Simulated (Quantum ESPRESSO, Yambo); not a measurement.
Planning a run of Yambo 5.3.0 on P (puckered monolayer). The input:

```
HF_and_locXC
gw0
dyson
ppa
em1d
rim_cut
rim_w
RandQpts= 3000000
RandGvec= 100 RL
CUTGeo= "slab z"
RandGvecW= 5 RL
EXXRLvcs= 36 Ry
VXCRLvcs= 144 Ry
Chimod= "HARTREE"
% BndsRnXp
 1 | 67 |
%
NGsBlkXp= 6 Ry
% LongDrXp
 1 | 1 | 0 |
%
% GbndRnge
 1 | 67 |
%
DysSolver= "n"
ExtendOut
PPAPntXp= 27.21138 eV
% QPkrange
 1 | 1 | 9 | 12 |
%
```

```sh
OMP_NUM_THREADS=2 mpirun -n 4 yambo -F gw15.in -J gw15 -C gw15 > gw15.log
```

The stored states that it reads are on a 4×6×1 mesh. The cell holds 4 atoms: 4 P. Cell: a = 4.627 Å, b = 3.304 Å, c = 14.000 Å, α = 90.0°, β = 90.0°, γ = 90.0°. It derives from  ([{'formula': 'P', 'spacegroup': 64, 'source': 'prototype of the bulk crystal'}]). Vacuum lies along c.

**Question.** Estimate wall time and host memory on 4 MPI ranks of Arm Neoverse V2, shared host.

It took 39 s; on shared hardware allow 20 s to 78 s. Peak host memory was 1.8 GiB.

The screening grows as filled bands × empty bands × pairs of k points, times the square of the screening basis for the matrix.

[Paths, hosts, dates, memory and timing lines, banners, echoed tables and standing remarks are left out of the program output.]

[Logs are printed without paths, hosts, clocks, repeated set-up lines and the standing remarks that a program may print on its own settings, such as how far it seeks lower states.]

[Runs of the session that timed out or met a known fault of the program may be left out.]

[Hosts, paths, dates, database ids (printed as entryN), source tags and the programs' standing remarks are cut or masked in the printed files.]
